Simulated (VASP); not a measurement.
# WS2 (Tungstenite) (P6_3/mmc) in VASP: settings compared

The runs below take WS2 (Tungstenite) through relaxation of cell and atoms, with LDA, r2SCAN.

Program: VASP 6.6.1. These are calculated values, not measurements. Logs are shortened: lines on timing, memory, paths and dates and some standing lists are left out, and cuts for length are marked.

## 1. The structure

It takes space group P6_3/mmc (No. 194, hexagonal). Conventional cell: a = 3.180 Å, b = 3.180 Å, c = 12.500 Å, α = 90.00°, β = 90.00°, γ = 120.00°. W (site symmetry -6m2) is surrounded by 6 S at 2.41 Å. S (site symmetry 3m) is surrounded by 3 W at 2.41 Å.

## 2. Relaxation of cell and atoms, LDA

INCAR reads:

```
SYSTEM = WS2
PREC     = Accurate       ! precision mode
ENCUT    = 600            ! plane-wave cutoff, eV
EDIFF    = 1E-6           ! SCF threshold, eV
ISMEAR   = 0              ! smearing method
SIGMA    = 0.03           ! smearing width, eV
LREAL    = .FALSE.        ! projectors in reciprocal space
LASPH    = .TRUE.         ! aspherical terms in the spheres
NELM     = 80             ! most SCF steps
ALGO     = Normal         ! electronic algorithm
ISIF     = 3              ! what is computed and relaxed
LWAVE    = .FALSE.        ! write WAVECAR
LCHARG   = .FALSE.        ! write CHGCAR
IBRION   = 2              ! ionic algorithm
NSW      = 90             ! ionic steps
EDIFFG   = -0.01          ! ionic threshold
KPAR     = 2
```

KPOINTS reads:

```
Automatic mesh
0
G
  12 12 3
  0 0 0
```

POSCAR reads:

```
WS2
1.0
    3.1800000000      0.0000000000      0.0000000000
   -1.5900000000      2.7539607840      0.0000000000
    0.0000000000      0.0000000000     12.5000000000
W S
2 4
Direct
    0.3333333333      0.6666666667      0.2500000000
    0.6666666667      0.3333333333      0.7500000000
    0.3333333333      0.6666666667      0.6250000000
    0.6666666667      0.3333333333      0.1250000000
    0.3333333333      0.6666666667      0.8750000000
    0.6666666667      0.3333333333      0.3750000000
```

Potentials or basis: VASP PAW LDA potentials, release 64 (W_sv, S).

Launch:

```
$ cat potpaw_LDA.64/W_sv/POTCAR potpaw_LDA.64/S/POTCAR > POTCAR
$ mpirun -np 2 vasp_std > vasp.out
```

OUTCAR:

```text
SYSTEM = WS2
   PREC = Accurate
   ENCUT = 600
   EDIFF = 1E-6
   ISMEAR = 0
   LREAL = .FALSE.
   LASPH = .TRUE.
   NELM = 80
   ISIF = 3
   IBRION = 2
   NSW = 90
   EDIFFG = -0.01

 ion  position               nearest neighbor table
   1  0.333  0.667  0.250-   4 2.41   6 2.41   4 2.41   6 2.41   4 2.41   6 2.41
   2  0.667  0.333  0.750-   3 2.41   5 2.41   3 2.41   5 2.41   3 2.41   5 2.41
   3  0.333  0.667  0.625-   2 2.41   2 2.41   2 2.41
   4  0.667  0.333  0.125-   1 2.41   1 2.41   1 2.41
   5  0.333  0.667  0.875-   2 2.41   2 2.41   2 2.41
   6  0.667  0.333  0.375-   1 2.41   1 2.41   1 2.41

  LATTYP: Found a hexagonal cell.
 ALAT       =     3.1800000000
 C/A-ratio  =     3.9308176101

  Lattice vectors:

 A1 = (   3.1800000000,   0.0000000000,   0.0000000000)
 A2 = (  -1.5900000000,   2.7539607840,   0.0000000000)
 A3 = (   0.0000000000,   0.0000000000,  12.5000000000)

Analysis of symmetry for initial positions (statically):
=====================================================================
 Subroutine PRICEL returns:
 Original cell was already a primitive cell.

 Routine SETGRP: Setting up the symmetry group for a
 hexagonal supercell.

 Subroutine GETGRP returns: Found 24 space group operations
 (whereof 12 operations were pure point group operations)
 out of a pool of 24 trial point group operations.

The static configuration has the point symmetry D_3d.
 The point group associated with its full space group is D_6h.

Analysis of symmetry for dynamics (positions and initial velocities):
=====================================================================
 Subroutine PRICEL returns:
 Original cell was already a primitive cell.

 Routine SETGRP: Setting up the symmetry group for a
 hexagonal supercell.

 Subroutine GETGRP returns: Found 24 space group operations
 (whereof 12 operations were pure point group operations)
 out of a pool of 24 trial point group operations.

The dynamic configuration has the point symmetry D_3d.
 The point group associated with its full space group is D_6h.

 Subroutine INISYM returns: Found 24 space group operations
 (whereof 12 operations are pure point group operations),
 and found     1 'primitive' translations

----------------------------------------------------------------------------------------

                                     Primitive cell

  volume of cell :     109.4699
[... 120 lines left out ...]
  Thomas-Fermi vector in A             =   2.409958
   LORBIT       =      0    0 simple, 1 ext, 2 COOP (PROOUT), +10 PAW based schemes
   GGA     = CA    functional components
   LHFCALC =     F    Hartree Fock is set to
   AEXX    =    0.0000 exact exchange contribution
   IVDW    =     0    specifies the selected vdW correction
   LEPSILON=     F    determine dielectric tensor
   LRPA    =     F    only Hartree local field effects (RPA)
 conjugate gradient relaxation of ions
 non-spin polarized calculation
 Gauss-broadening in eV      SIGMA  =   0.03
  energy-cutoff  :      600.00
  volume of cell :      109.47
 maximum number of plane-waves:      3677
 NGX is ok and might be reduce to    28
   NGX = 13   NGY = 13   NGZ = 49

--------------------------------------- Ionic step        1  -------------------------------------------

 number of electron      51.9999998 magnetization

 Free energy of the ion-electron system (eV)
  ---------------------------------------------------
  ext. energy  EPLUGINS =         0.00000000
  ---------------------------------------------------
  free energy    TOTEN  =       -52.45339583 eV

  energy without entropy =      -52.45339583  energy(sigma->0) =      -52.45339583

------------------------ aborting loop because EDIFF is reached ----------------------------------------

  FORCE on cell =-STRESS in cart. coord.  units (eV):
  Direction    XX          YY          ZZ          XY          YZ          ZX
  --------------------------------------------------------------------------------------
  -------------------------------------------------------------------------------------
  Total       -4.0098141     -4.0098141     -2.7199585      0.0000000     -0.0000000      0.0000000
  in kB      -58.6867338    -58.6867338    -39.8086976      0.0000000     -0.0000000      0.0000000
  external PRESSURE =     -52.3940551 kB  Pullay stress =       0.0000000 kB
[... 101 lines left out ...]
  FREE ENERGIE OF THE ION-ELECTRON SYSTEM (eV)
  ---------------------------------------------------
  free  energy   TOTEN  =       -52.5102333919 eV

  energy  without entropy=      -52.5102333919  energy(sigma->0) =      -52.51023339

[... ionic steps 4 to 11 ...]

--------------------------------------- Ionic step       12  -------------------------------------------

 number of electron      52.0000001 magnetization

------------------------ aborting loop because EDIFF is reached ----------------------------------------
[... 75 lines left out ...]
--------------------------------------- Ionic step       14  -------------------------------------------

 number of electron      52.0000001 magnetization

 Free energy of the ion-electron system (eV)
  ---------------------------------------------------
  ext. energy  EPLUGINS =         0.00000000
  ---------------------------------------------------
  free energy    TOTEN  =       -52.52894749 eV

  energy without entropy =      -52.52894749  energy(sigma->0) =      -52.52894749

 E-fermi :   7.9698     XC(G=0): -11.4132

 val. band max:        7.7568598807   @ k =   0.0000   0.0000   0.0000
 cond. band min:       8.6067082097   @ k =   0.1667   0.1667   0.0000
 fundamental gap:      0.8498483290
 Fermi energy:         7.9698455099

 k-point     1 :       0.0000    0.0000    0.0000
  band No.  band energies     occupation
      1     -66.4009      2.00000
      2     -66.4009      2.00000
      3     -30.9596      2.00000
      4     -30.9595      2.00000
      5     -30.7424      2.00000
      6     -30.7424      2.00000
[... 805 lines left out ...]
     30       9.9064      0.00000
     31      10.7973      0.00000

 [... further k-points ...]

------------------------ aborting loop because EDIFF is reached ----------------------------------------

  FORCE on cell =-STRESS in cart. coord.  units (eV):
  Direction    XX          YY          ZZ          XY          YZ          ZX
  --------------------------------------------------------------------------------------
  -------------------------------------------------------------------------------------
  Total        0.0083368      0.0083368      0.0345830     -0.0000000     -0.0000000      0.0000000
  in kB        0.1295207      0.1295207      0.5372800     -0.0000000     -0.0000000      0.0000000
  external PRESSURE =       0.2654405 kB  Pullay stress =       0.0000000 kB
[... 21 lines left out ...]
  FREE ENERGIE OF THE ION-ELECTRON SYSTEM (eV)
  ---------------------------------------------------
  free  energy   TOTEN  =       -52.5289474895 eV

  energy  without entropy=      -52.5289474895  energy(sigma->0) =      -52.52894749

 reached required accuracy - stopping structural energy minimisation
```

Wall time 10 min (2 MPI ranks of Intel Xeon Platinum 8488C (Sapphire Rapids), shared host); peak memory 0.3 GiB.

What came out:

| Property | Result |
| --- | --- |
| Free energy | -52.5289 eV |
| Relaxed volume | 17.19 Å³/atom |
| Relaxed cell | a = 3.130 Å, b = 3.130 Å, c = 12.157 Å, α = 90.00°, β = 90.00°, γ = 120.00° |
| Space group after relaxing (to 0.05 Å) | P6_3/mmc (No. 194) |
| Energy gained by relaxing | 12.6 meV/atom |
| Ionic steps | 14 |
| Pressure after relaxing | 0.0 GPa |
| Largest force after relaxing | 0.004 eV/Å |
| Band gap on the k mesh | 0.85 eV, indirect (least direct gap 1.88 eV) |

Forces in eV/Å, atoms in the order of the input:
```
W    0.000  0.000  0.000
W    0.000  0.000  0.000
S    0.000  0.000 -0.004
S    0.000  0.000 -0.004
S    0.000  0.000  0.004
S    0.000  0.000  0.004
```

Step by step:
| step | energy change (eV) | largest force (eV/Å) | pressure (GPa) | volume (Å³) |
| --- | --- | --- | --- | --- |
| 1 | 0.0000 | 0.3130 | -5.24 | 109.47 |
| 2 | 0.2000 | 1.6105 | 12.81 | 100.28 |
| 3 | -0.0568 | 0.2463 | -0.21 | 106.42 |
| 4 | -0.0569 | 0.2579 | -0.10 | 106.36 |
| 5 | -0.0666 | 0.0308 | -0.10 | 105.62 |
| 6 | -0.0667 | 0.0557 | -0.09 | 105.70 |
| 7 | -0.0678 | 0.0515 | -0.11 | 105.53 |
| 8 | -0.0708 | 0.0392 | -0.14 | 105.02 |
| 9 | -0.0747 | 0.0154 | -0.14 | 103.98 |
| 10 | -0.0718 | 0.0339 | 0.02 | 101.91 |
| 11 | -0.0755 | 0.0121 | -0.07 | 103.41 |
| 12 | -0.0755 | 0.0074 | -0.07 | 103.24 |
| 13 | -0.0750 | 0.0064 | 0.36 | 102.77 |
| 14 | -0.0756 | 0.0042 | 0.03 | 103.13 |

Final structure:
```cif
data_structure
_symmetry_space_group_name_H-M 'P 1'
_symmetry_Int_Tables_number 1
_cell_length_a 3.1297
_cell_length_b 3.1297
_cell_length_c 12.1570
_cell_angle_alpha 90.000
_cell_angle_beta 90.000
_cell_angle_gamma 120.000
_cell_volume 103.13
loop_
_atom_site_label
_atom_site_type_symbol
_atom_site_fract_x
_atom_site_fract_y
_atom_site_fract_z
_atom_site_occupancy
W1 W 0.33333 0.66667 0.25000 1
W2 W 0.66667 0.33333 0.75000 1
S1 S 0.33333 0.66667 0.62143 1
S2 S 0.66667 0.33333 0.12143 1
S3 S 0.33333 0.66667 0.87857 1
S4 S 0.66667 0.33333 0.37857 1
```

Caveat: spin-orbit coupling is left out, which moves the levels of the heavy elements; an odd mesh through Γ misses points on the zone boundary, where band edges often lie.

(Continued in part 2 of 2.)
